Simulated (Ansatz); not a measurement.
**Bi under changes of volume**

One of the cells (34.026 Å³/atom); the others are scaled copies at fixed shape and fractional positions:

```
Bi
1.0
     3.48860   -3.13258    0.00000
     3.48860    3.13258    0.00000
    -1.26023    0.00000    3.11355
Bi
2
Direct
  0.75306 0.75306 0.85738
  0.24694 0.24694 0.14262
```

This isn't the form of Bi at room conditions, which is rhombohedral.

```yaml
Program: Ansatz 0.2.0
Functional: r2SCAN
Potentials_or_basis: Ansatz PAW
Cutoff: "500 eV (not typed: the program's choice for these potentials)"
k_mesh: 6 × 6 × 9
Occupations: fermi-dirac, width 0.05 eV
Spin: no spin polarisation
```

```tsv
volume (Å³/atom)	energy over the lowest point (meV/atom)	pressure (GPa)	largest force (eV/Å)
31.984	11.73	2.7	0.053
32.665	?	?	?
33.345	0.00	0.2	0.118
34.026	1.39	-0.8	0.147
34.706	6.91	-1.7	0.175
35.387	16.14	-2.6	0.200
36.067	28.66	-3.3	0.225
```

Question: What does the run at 32.665 Å³/atom give?

Answer: Energy over the lowest point 3.26 meV/atom; pressure 1.4 GPa; largest force 0.086 eV/Å.

Worked out: A Birch-Murnaghan fit of order 3 (a polynomial in V^(-2/3)) to the other rows has its minimum at 33.47 Å³/atom with B0 = V·E''(V) = 53 GPa and B' = 4.6 at fixed shape and positions, which overstates the stiffness. It gives 3.26 meV/atom at 32.665 Å³/atom, against the run's 3.26, and -dE/dV = 1.4 GPa, against 1.4.

Energies are extrapolated to zero smearing.

Caveats: the PAW data sets come from PBE, with cores solved anew for the run's functional, which leaves a small shift of forces and pressure.
